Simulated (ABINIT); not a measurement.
Runs of ABINIT 10.8.3 (patched build) on Se. The structure is trigonal, space group P3_121 (No. 152). Conventional cell: a = 4.366 Å, b = 4.366 Å, c = 4.954 Å, α = 90.00°, β = 90.00°, γ = 120.00°. Se (site symmetry 2) is surrounded by 2 Se at 2.37 Å. 

```csv
task,level,potentials or basis,cell,cutoff (eV),smearing,fine-grid cutoff,k points of the masses,bands of the masses,gap on the mesh (eV),pressure (GPa),largest force (eV/Å)
positron lifetime,PBEsol,JTH PAW PBE v2.0,as given,299,fermi-dirac 0.05 eV,598.65 eV,-,-,1.16,(a),0.32
single point,PBEsol,PseudoDojo NC SR PBEsol v0.4.1 standard,as given,1061,fermi-dirac 0.05 eV,-,-,-,1.15,-0.3,0.31
Berry-phase polarisation,LDA,PseudoDojo NC SR LDA v0.4.1 standard,cell strained at random at fixed volume,1088,fixed,-,-,-,-,-1.2,0.45
single point,PBEsol,PseudoDojo NC SR PBEsol v0.4.1 standard,as given,1170,fermi-dirac 0.05 eV,-,-,-,1.15,0.2,0.31
effective masses,PBEsol,PseudoDojo NC SR PBEsol v0.4.1 standard,as given,1061,fixed,-,"[[0.4, 0.2, 0.5], [0.0, 0.0, 0.5]]","[[24, 24], [25, 26]]",-,-0.3,0.31
single point,LDA,PseudoDojo NC SR LDA v0.4.1 standard,cell strained at random,1088,fermi-dirac 0.05 eV,-,-,-,0.88,-1.2,0.45
```

Alike in all rows: no spin polarisation; k mesh 5 × 5 × 4.

Estimate the missing entries.

(a) 0.1.

Caveats: an odd mesh through Γ misses points on the zone boundary, where band edges often lie (some runs); the PAW basis is incomplete for the positron (some runs); the PAW data sets were made with another functional, which shifts forces and pressure a little (some runs); the masses are taken at a mesh point that needn't be the band's extremum (some runs).

A k mesh can miss the band edges, and the runs leave out spin-orbit coupling on Se.

The runs don't all hold the same shells in valence.

Runs at the PBE level aren't shown here.
